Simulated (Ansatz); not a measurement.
**hcp against bcc along group 11 and 12**

Computed with DFT, RPBE, plane waves (420 eV) with PAW, scalar-relativistic in Ansatz. The PAW files were generated under PBE, with cores re-solved for the functional.

Each structure is relaxed within its symmetry, in the lowest magnetic state of the tried starts. Differences under about 8 meV lie within the error of the k-point mesh.

```csv
element,E(hcp) − E(bcc) (meV/atom),V(hcp) (Å³/atom),V(bcc) (Å³/atom),state of hcp,state of bcc
Cu,-26,12.42,12.44,spin not included,spin not included
Ag,-27,18.75,18.90,spin not included,spin not included
Au,-13,18.52,18.56,spin not included,spin not included
Zn,-78,15.86,16.11,spin not included,spin not included
Cd,-42,24.54,24.97,spin not included,spin not included
```
